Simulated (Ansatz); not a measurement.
Starting cell, CaF$_{2}$ (fluorite):

```xyz
3
Lattice="0.0000 2.7196 2.7196 2.7196 0.0000 2.7196 2.7196 2.7196 0.0000" Properties=species:S:1:pos:R:3 pbc="T T T"
Ca     0.0000     0.0000     0.0000
F      1.3598     1.3598     1.3598
F      4.0794     4.0794     4.0794
```

Scan: atom 3 (F, nearest neighbour Ca at 2.355 Å; its periodic images, 3.8 Å or more away, move with it) is displaced along Cartesian [111], direction (0.577, 0.577, 0.577) in Cartesian axes, by s. The other atoms stay.

These are r2SCAN (plane waves to 500 eV, PAW, scalar-relativistic; Ansatz, a first-principles code) values and carry that method's errors. k mesh 9×9×9 (Γ-centred), Fermi-Dirac smearing 0.05 eV. The energy includes the smearing's −TS. CaF2 was relaxed with its symmetry unable to fall. ΔE is measured from the undisplaced structure.

```csv
s (Å),ΔE (meV/cell)
-0.240,118.2
-0.192,78.5
-0.144,45.8
-0.096,21.2
-0.048,5.5
0.000,0.0
0.048,6.0
0.096,25.1
0.144,59.3
0.192,110.9
0.240,182.6
```

### Question
What force constant k = d²E/ds² at s = 0 does the table give?

### Answer
5.0 eV/Å². It is the second difference of the nearest points, corrected with the next pair.

### Question
With k = 4.99 eV/Å² from the forces, is the well harmonic out to s = 0.240 Å?

### Answer
½ks² = 143.7 meV/cell against the computed 182.6 meV/cell, so the well is stiffer than harmonic there.

(A displaced cell: forces are minus the slopes of the energy, force constants its curvatures, and phonons follow from these.)
